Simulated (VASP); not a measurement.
# Ni2H (P-3m1) in VASP: further runs, part 2 of 2

VASP 6.6.1. The steps go on from the part before.

### 4 Single point, r2SCAN, collinear spin, ferromagnetic start

File INCAR:

```
SYSTEM = Ni2H
ADDGRID  = .FALSE.      
ALGO     = Normal         ! electronic algorithm
EDIFF    = 1E-6           ! SCF threshold, eV
ENCUT    = 460            ! plane-wave cutoff, eV
ISIF     = 2              ! what is computed and relaxed
ISMEAR   = 0              ! smearing method
ISPIN    = 2              ! spin polarisation
LASPH    = .TRUE.         ! aspherical terms in the spheres
LCHARG   = .FALSE.        ! write CHGCAR
LMAXMIX  = 4              ! l up to which the mixer works
LMIXTAU  = .TRUE.       
LORBIT   = 11             ! projections on sites
LREAL    = .FALSE.        ! projectors in reciprocal space
LWAVE    = .FALSE.        ! write WAVECAR
MAGMOM   = 1 1 0          ! initial moments
METAGGA  = R2SCAN         ! meta-GGA
NBANDS   = 22             ! bands
NELM     = 100            ! most SCF steps
PREC     = Accurate       ! precision mode
SIGMA    = 0.05           ! smearing width, eV
```

File KPOINTS:

```
k-points
0
G
  4 4 2
  0 0 0
```

File POSCAR:

```
Ni2H
1.0
    2.6430000000      0.0000000000      0.0000000000
   -1.3215000000      2.2889051422      0.0000000000
    0.0000000000      0.0000000000      4.3080000000
Ni H
2 1
Direct
    0.6666666667      0.3333333333      0.7670000000
    0.3333333333      0.6666666667      0.2330000000
    0.0000000000      0.0000000000      0.0000000000
```

Potentials or basis: VASP PAW PBE potentials, release 64 (Ni, H_s).

Launch:

```bash
$ cat potpaw_PBE.64/Ni/POTCAR potpaw_PBE.64/H_s/POTCAR > POTCAR
$ mpirun -np 1 vasp_std > vasp.out
```

OUTCAR:

```text
SYSTEM = Ni2H
   EDIFF = 1E-6
   ENCUT = 460
   ISIF = 2
   ISMEAR = 0
   ISPIN = 2
   LASPH = .TRUE.
   LORBIT = 11
   LREAL = .FALSE.
   METAGGA = R2SCAN
   NELM = 100
   PREC = Accurate

 Found      8 irreducible k-points:

 Following reciprocal coordinates:
            Coordinates               Weight
  0.000000  0.000000  0.000000      1.000000
  0.250000  0.000000  0.000000      6.000000
  0.500000  0.000000  0.000000      3.000000
  0.250000  0.250000  0.000000      6.000000
  0.000000  0.000000  0.500000      1.000000
  0.250000  0.000000  0.500000      6.000000
   k-points           NKPTS =      8   k-points in BZ     NKDIM =      8   number of bands    NBANDS=     22
   number of dos      NEDOS =    301   number of ions     NIONS =      3
   total plane-waves  NPLWV =   9720
   dimension x,y,z NGX =    18 NGY =   18 NGZ =   30
   dimension x,y,z NGXF=    36 NGYF=   36 NGZF=   60
   ions per type =               2   1
   NGX,Y,Z   is equivalent  to a cutoff of  11.32, 11.32, 11.58 a.u.
   NGXF,Y,Z  is equivalent  to a cutoff of  22.64, 22.64, 23.15 a.u.
 SYSTEM =  Ni2H
   PREC   = accura    normal or accurate (medium, high low for compatibility)
[... 373 lines left out ...]

  FORCE on cell =-STRESS in cart. coord.  units (eV):
  Direction    XX          YY          ZZ          XY          YZ          ZX
  --------------------------------------------------------------------------------------
  -------------------------------------------------------------------------------------
  Total       -2.5276135     -2.5276135     -1.6229667      0.0000000      0.0000000      0.0000000
  in kB     -155.3891156   -155.3891156    -99.7744968      0.0000000      0.0000000      0.0000000
  external PRESSURE =    -136.8509093 kB  Pullay stress =       0.0000000 kB

 VOLUME and BASIS-vectors are now :
 -----------------------------------------------------------------------------
  energy-cutoff  :      460.00
  volume of cell :       26.06
      direct lattice vectors                 reciprocal lattice vectors
     2.643000000  0.000000000  0.000000000     0.378357927  0.218445051  0.000000000
    -1.321500000  2.288905142  0.000000000     0.000000000  0.436890102  0.000000000
     0.000000000  0.000000000  4.308000000     0.000000000  0.000000000  0.232126277

 POSITION                                       TOTAL-FORCE (eV/Angst)
 -----------------------------------------------------------------------------------
      1.32150      0.76297      3.30424        -0.000000     -0.000000     -1.197805
     -0.00000      1.52594      1.00376         0.000000      0.000000      1.197805
      0.00000      0.00000      0.00000        -0.000000      0.000000     -0.000000
 -----------------------------------------------------------------------------------
    total drift:                                0.000000     -0.000000     -0.000000

  FREE ENERGIE OF THE ION-ELECTRON SYSTEM (eV)
  ---------------------------------------------------
  free  energy   TOTEN  =       -26.9183150918 eV

  energy  without entropy=      -26.9142496369  energy(sigma->0) =      -26.91628236

 total charge

# of ion       s       p       d       tot
------------------------------------------
    1        0.425   0.462   8.379   9.266
    2        0.425   0.462   8.379   9.266
    3        0.703   0.083   0.000   0.787
--------------------------------------------------
tot          1.554   1.008  16.757  19.319

 magnetization (x)

# of ion       s       p       d       tot
------------------------------------------
    1       -0.008  -0.023   0.625   0.594
    2       -0.008  -0.023   0.625   0.594
    3        0.003  -0.007   0.000  -0.003
--------------------------------------------------
tot         -0.012  -0.053   1.250   1.185
```

OSZICAR:

```text
N       E                     dE             d eps       ncg     rms          rms(c)
DAV:   1     0.803641236288E+02    0.80364E+02   -0.87082E+03   744   0.119E+03
DAV:   2    -0.260307336929E+02   -0.10639E+03   -0.98377E+02   722   0.224E+02
DAV:   3    -0.318647126671E+02   -0.58340E+01   -0.56482E+01   818   0.611E+01
DAV:   4    -0.319427247705E+02   -0.78012E-01   -0.77942E-01   818   0.662E+00
DAV:   5    -0.319446961784E+02   -0.19714E-02   -0.19712E-02   840   0.104E+00    0.145E+01
DAV:   6    -0.285076225404E+02    0.34371E+01   -0.14238E+01   824   0.755E+01    0.134E+01
DAV:   7    -0.269231787275E+02    0.15844E+01   -0.32354E+00   800   0.315E+01    0.326E+00
DAV:   8    -0.269094605075E+02    0.13718E-01   -0.12739E-01   862   0.501E+00    0.182E+00
DAV:   9    -0.269179388134E+02   -0.84783E-02   -0.74354E-03   872   0.954E-01    0.792E-01
DAV:  10    -0.269178056538E+02    0.13316E-03   -0.81269E-03   960   0.155E+00    0.157E-01
DAV:  11    -0.269181726985E+02   -0.36704E-03   -0.87470E-04   844   0.340E-01    0.776E-02
DAV:  12    -0.269182819819E+02   -0.10928E-03   -0.98658E-05   824   0.123E-01    0.405E-02
DAV:  13    -0.269183044209E+02   -0.22439E-04   -0.38737E-05   826   0.768E-02    0.247E-02
DAV:  14    -0.269183136937E+02   -0.92729E-05   -0.50373E-06   880   0.308E-02    0.122E-02
DAV:  15    -0.269183154044E+02   -0.17107E-05   -0.13150E-06   696   0.247E-02    0.516E-03
DAV:  16    -0.269183150918E+02    0.31257E-06   -0.95567E-07   576   0.131E-02
   1 F= -.26918315E+02 E0= -.26916282E+02  d E =-.406545E-02  mag=     1.1250
```

It took 60 s on 1 thread of Intel Xeon Platinum 8175M at 2.50GHz (Skylake/Cascade Lake), shared host; peak memory 0.14 GiB.

The run converged, but some of its settings lie outside the range that counts as converged, so its numbers aren't taken as properties of the crystal.

Results:

```yaml
Free_energy: -26.9183 eV
Pressure: -13.7 GPa
Largest_force: 1.198 eV/Å
Band_gap_on_the_k_mesh: none (metal or under the smearing width)
Net_moment: 1.12 μB per cell
Site_moments: Ni +0.59; H -0.00 μB
Valence_electrons_inside_the_program's_atomic_spheres: Ni 9.27; H 0.79
```

Caveat: the k mesh is coarse (spacing up to 0.73 Å⁻¹), so the values aren't converged; the PAW data sets were made with another functional, which shifts forces and pressure a little.

### 5 Single point, r2SCAN, collinear spin, ferromagnetic start

INCAR, as its differences from that of step 4:

```diff
@@ -4,3 +4,3 @@
 EDIFF    = 1E-6           ! SCF threshold, eV
-ENCUT    = 460            ! plane-wave cutoff, eV
+ENCUT    = 280            ! plane-wave cutoff, eV
 ISIF     = 2              ! what is computed and relaxed
```

File KPOINTS:

```
k-points
0
G
  5 5 3
  0 0 0
```

POSCAR is that of step 4.

Potentials or basis: VASP PAW PBE potentials, release 64 (Ni, H_s).

Launch:

```bash
$ cat potpaw_PBE.64/Ni/POTCAR potpaw_PBE.64/H_s/POTCAR > POTCAR
$ mpirun -np 1 vasp_std > vasp.out
```

OUTCAR:

```text
SYSTEM = Ni2H
   EDIFF = 1E-6
   ENCUT = 280
   ISIF = 2
   ISMEAR = 0
   ISPIN = 2
   LASPH = .TRUE.
   LORBIT = 11
   LREAL = .FALSE.
   METAGGA = R2SCAN
   NELM = 100
   PREC = Accurate

 Found     12 irreducible k-points:

 Following reciprocal coordinates:
            Coordinates               Weight
  0.000000  0.000000  0.000000      1.000000
  0.200000  0.000000  0.000000      6.000000
  0.400000  0.000000  0.000000      6.000000
  0.200000  0.200000  0.000000      6.000000
  0.400000  0.200000  0.000000      6.000000
  0.000000  0.000000  0.333333      2.000000
   k-points           NKPTS =     12   k-points in BZ     NKDIM =     12   number of bands    NBANDS=     22
   number of dos      NEDOS =    301   number of ions     NIONS =      3
   total plane-waves  NPLWV =   4704
   dimension x,y,z NGX =    14 NGY =   14 NGZ =   24
   dimension x,y,z NGXF=    28 NGYF=   28 NGZF=   48
   ions per type =               2   1
   NGX,Y,Z   is equivalent  to a cutoff of   8.81,  8.81,  9.26 a.u.
   NGXF,Y,Z  is equivalent  to a cutoff of  17.61, 17.61, 18.52 a.u.
 SYSTEM =  Ni2H
   PREC   = accura    normal or accurate (medium, high low for compatibility)
   ISTART =      0    job   : 0-new  1-cont  2-samecut
   ICHARG =      2    charge: 1-file 2-atom 10-const
   ISPIN  =      2    spin polarized calculation?
   LNONCOLLINEAR =      F non collinear calculations
   LSORBIT =      F    spin-orbit coupling
   LASPH  =      T    aspherical Exc in radial PAW
   ENCUT  =  280.0 eV  20.58 Ry    4.54 a.u.   3.61  3.61  5.88*2*pi/ulx,y,z
   NELM   =    100;   NELMIN=  2; NELMDL= -5     # of ELM steps
   EDIFF  = 0.1E-05   stopping-criterion for ELM
   LREAL  =      F    real-space projection
   EDIFFG = 0.1E-04   stopping-criterion for IOM
   NSW    =      0    number of steps for IOM
   IBRION =     -1    ionic relax: 0-MD 1-quasi-New 2-CG
   NFREE  =      0    steps in history (QN), initial steepest desc. (CG)
   ISIF   =      2    stress and relaxation
   ISYM   =      2    0-nonsym 1-usesym 2-fastsym
   POTIM  = 0.5000    time-step for ionic-motion
   TEBEG  =    0.0;   TEEND  =   0.0 temperature during run
   PSTRESS=    0.0 pullay stress
   NELECT =      21.0000    total number of electrons
   NUPDOWN=      -1.0000    fix difference up-down
   EMIN   =  10.00;   EMAX   =-10.00  energy-range for DOS
   EFERMI =   0.00;   METHOD = LEGACY
   ISMEAR =     0;   SIGMA  =   0.05  broadening in eV -4-tet -1-fermi 0-gaus
   EFERMI_NEDOS =   21; number of points for ismear=-14 and -15
   IALGO  =     38    algorithm
   IMIX   =      4    mixing-type and parameters
     AMIX     =   0.40;   BMIX     =  1.00
     AMIX_MAG =   1.60;   BMIX_MAG =  1.00
  volume/ion in A,a.u.               =       8.69        58.62
  Fermi-wavevector in a.u.,A,eV,Ry     =   1.523401  2.878811 31.575750  2.320752
  Thomas-Fermi vector in A             =   2.631850
   LORBIT       =     11    0 simple, 1 ext, 2 COOP (PROOUT), +10 PAW based schemes
   METAGGA = R2SCAN    functional components
   LHFCALC =     F    Hartree Fock is set to
   AEXX    =    0.0000 exact exchange contribution
   IVDW    =     0    specifies the selected vdW correction
   LEPSILON=     F    determine dielectric tensor
   LRPA    =     F    only Hartree local field effects (RPA)
 spin polarized calculation
 Gauss-broadening in eV      SIGMA  =   0.05
  energy-cutoff  :      280.00
  volume of cell :       26.06
 maximum number of plane-waves:       287
 NGX is ok and might be reduce to    14
   NGX =  7   NGY =  7   NGZ = 11

 number of electron      20.9999978 magnetization       0.9200474

 Free energy of the ion-electron system (eV)
  ---------------------------------------------------
  ext. energy  EPLUGINS =         0.00000000
  ---------------------------------------------------
  free energy    TOTEN  =       -26.95177250 eV

  energy without entropy =      -26.94403834  energy(sigma->0) =      -26.94790542

 E-fermi :   7.7503     XC(G=0): -13.6082

 val. band max:        7.7364877798   @ k =   0.2000   0.0000   0.0000
 cond. band min:       7.7656304559   @ k =   0.2000   0.2000   0.0000
 fundamental gap:      0.0291426762
 Fermi energy:         7.7502627919

 spin component 1

 k-point     1 :       0.0000    0.0000    0.0000
  band No.  band energies     occupation
      1      -3.5249      1.00000
      2       3.2064      1.00000
      3       5.3025      1.00000
      4       5.5188      1.00000
      5       5.5188      1.00000
      6       5.6922      1.00000
[... 14 lines left out ...]
     21      33.2102      0.00000
     22      35.8053      0.00000

 k-point     2 :       0.2000    0.0000    0.0000
  band No.  band energies     occupation
      1      -2.4945      1.00000
      2       3.8588      1.00000
      3       4.2164      1.00000
      4       5.1832      1.00000
      5       5.5123      1.00000
      6       5.6866      1.00000
[... 14 lines left out ...]
     21      33.3227      0.00000
     22      33.3435      0.00000

 k-point     3 :       0.4000    0.0000    0.0000
  band No.  band energies     occupation
      1      -0.3188      1.00000
      2       3.5148      1.00000
      3       4.0905      1.00000
      4       5.0979      1.00000
      5       5.4229      1.00000
      6       5.6146      1.00000
[... 14 lines left out ...]
     21      32.1887      0.00000
     22      34.5926      0.00000
[... 26 lines left out ...]
 k-point     5 :       0.4000    0.2000    0.0000
  band No.  band energies     occupation
      1       0.3562      1.00000
      2       3.8906      1.00000
      3       4.2670      1.00000
      4       4.8268      1.00000
      5       5.3358      1.00000
      6       5.5272      1.00000
[... 14 lines left out ...]
     21      37.2352      0.00000
     22      39.2803      0.00000

 k-point     6 :       0.0000    0.0000    0.3333
  band No.  band energies     occupation
      1      -3.0659      1.00000
      2       2.0366      1.00000
      3       5.0903      1.00000
      4       5.4301      1.00000
      5       5.4455      1.00000
      6       5.4456      1.00000
[... 14 lines left out ...]
     21      34.0580      0.00000
     22      34.0582      0.00000

 [... further k-points ...]

 spin component 2

 k-point     1 :       0.0000    0.0000    0.0000
  band No.  band energies     occupation
      1      -3.6423      1.00000
      2       3.5738      1.00000
      3       5.2788      1.00000
      4       6.0939      1.00000
      5       6.0943      1.00000
      6       6.3532      1.00000
[... 14 lines left out ...]
     21      33.2050      0.00000
     22      35.8622      0.00000

 k-point     2 :       0.2000    0.0000    0.0000
  band No.  band energies     occupation
      1      -2.5987      1.00000
      2       4.2783      1.00000
      3       4.4353      1.00000
      4       5.8123      1.00000
      5       6.2050      1.00000
      6       6.3173      1.00000
[... 14 lines left out ...]
     21      33.3863      0.00000
     22      33.4443      0.00000

 k-point     3 :       0.4000    0.0000    0.0000
  band No.  band energies     occupation
      1      -0.3395      1.00000
      2       3.7873      1.00000
      3       4.6834      1.00000
      4       5.5358      1.00000
      5       6.0356      1.00000
      6       6.0993      1.00000
[... 14 lines left out ...]
     21      32.2769      0.00000
     22      34.6771      0.00000
[... 26 lines left out ...]
 k-point     5 :       0.4000    0.2000    0.0000
  band No.  band energies     occupation
      1       0.3950      1.00000
      2       4.2261      1.00000
      3       4.8382      1.00000
      4       5.3352      1.00000
      5       5.8497      1.00000
      6       6.0024      1.00000
[... 14 lines left out ...]
     21      37.2874      0.00000
     22      39.2824      0.00000

 k-point     6 :       0.0000    0.0000    0.3333
  band No.  band energies     occupation
      1      -3.1762      1.00000
      2       2.0090      1.00000
      3       5.5783      1.00000
      4       6.0008      1.00000
      5       6.0011      1.00000
      6       6.1401      1.00000
[... 14 lines left out ...]
     21      34.1626      0.00000
     22      34.1629      0.00000

 [... further k-points ...]

------------------------ aborting loop because EDIFF is reached ----------------------------------------

  FORCE on cell =-STRESS in cart. coord.  units (eV):
  Direction    XX          YY          ZZ          XY          YZ          ZX
  --------------------------------------------------------------------------------------
  -------------------------------------------------------------------------------------
  Total       -2.6290097     -2.6290097     -2.7771717      0.0000000      0.0000000      0.0000000
  in kB     -161.6226104   -161.6226104   -170.7311104      0.0000000      0.0000000      0.0000000
  external PRESSURE =    -164.6587771 kB  Pullay stress =       0.0000000 kB

 VOLUME and BASIS-vectors are now :
 -----------------------------------------------------------------------------
  energy-cutoff  :      280.00
  volume of cell :       26.06
      direct lattice vectors                 reciprocal lattice vectors
     2.643000000  0.000000000  0.000000000     0.378357927  0.218445051  0.000000000
    -1.321500000  2.288905142  0.000000000     0.000000000  0.436890102  0.000000000
     0.000000000  0.000000000  4.308000000     0.000000000  0.000000000  0.232126277

 POSITION                                       TOTAL-FORCE (eV/Angst)
 -----------------------------------------------------------------------------------
      1.32150      0.76297      3.30424         0.000000     -0.000000     -0.982951
     -0.00000      1.52594      1.00376        -0.000000      0.000000      0.982951
      0.00000      0.00000      0.00000         0.000000      0.000000      0.000000
 -----------------------------------------------------------------------------------
    total drift:                               -0.000000      0.000000      0.000000

  FREE ENERGIE OF THE ION-ELECTRON SYSTEM (eV)
  ---------------------------------------------------
  free  energy   TOTEN  =       -26.9517724965 eV

  energy  without entropy=      -26.9440383365  energy(sigma->0) =      -26.94790542

 total charge

# of ion       s       p       d       tot
------------------------------------------
    1        0.422   0.457   8.382   9.261
    2        0.422   0.457   8.382   9.261
    3        0.698   0.082   0.000   0.779
--------------------------------------------------
tot          1.541   0.996  16.763  19.301

 magnetization (x)

# of ion       s       p       d       tot
------------------------------------------
    1       -0.003  -0.018   0.510   0.488
    2       -0.003  -0.018   0.510   0.488
    3       -0.004  -0.004   0.000  -0.008
--------------------------------------------------
tot         -0.010  -0.041   1.019   0.968
```

It took 65 s on 1 thread of Intel Xeon Platinum 8175M at 2.50GHz (Skylake/Cascade Lake), shared host; peak memory 0.12 GiB.

These settings aren't checked as converged: the numbers below hold their error.

Results:

| Property | Result |
| --- | --- |
| Free energy | -26.9518 eV |
| Largest force | 0.983 eV/Å |
| Band gap on the k mesh | none (metal or under the smearing width) |
| Net moment | 0.92 μB per cell |
| Site moments | Ni +0.49; H -0.01 μB |
| Valence electrons inside the program's atomic spheres | Ni 9.26; H 0.78 |

Caveat: the k mesh is coarse (spacing up to 0.55 Å⁻¹), so the values aren't converged; the cutoff is under 1.25 times the usual one of these potentials, so pressure, stress and relaxed cells hold a basis-set (Pulay) error; the PAW data sets were made with another functional, which shifts forces and pressure a little.

### 6 Single point, r2SCAN, collinear spin, ferromagnetic start

INCAR, as its differences from that of step 5:

```diff
@@ -4,3 +4,3 @@
 EDIFF    = 1E-6           ! SCF threshold, eV
-ENCUT    = 280            ! plane-wave cutoff, eV
+ENCUT    = 520            ! plane-wave cutoff, eV
 ISIF     = 2              ! what is computed and relaxed
```

File KPOINTS:

```
k-points
0
G
  4 4 2
  0 0 0
```

POSCAR is that of step 5.

Potentials or basis: VASP PAW PBE potentials, release 64 (Ni, H_s).

Launch:

```bash
$ cat potpaw_PBE.64/Ni/POTCAR potpaw_PBE.64/H_s/POTCAR > POTCAR
$ mpirun -np 1 vasp_std > vasp.out
```

Wall time 84 s (1 thread of Intel Xeon Platinum 8175M at 2.50GHz (Skylake/Cascade Lake), shared host); peak memory 0.15 GiB.

These settings aren't checked as converged: the numbers below hold their error.

What came out:

```yaml
Free_energy: -26.9188 eV
Pressure: -13.5 GPa
Largest_force: 1.186 eV/Å
Band_gap_on_the_k_mesh: none (metal or under the smearing width)
Net_moment: 1.13 μB per cell
Site_moments: Ni +0.59; H -0.00 μB
Valence_electrons_inside_the_program's_atomic_spheres: Ni 9.27; H 0.79
```

Caveat: the k mesh is coarse (spacing up to 0.73 Å⁻¹), so the values aren't converged; the PAW data sets were made with another functional, which shifts forces and pressure a little.
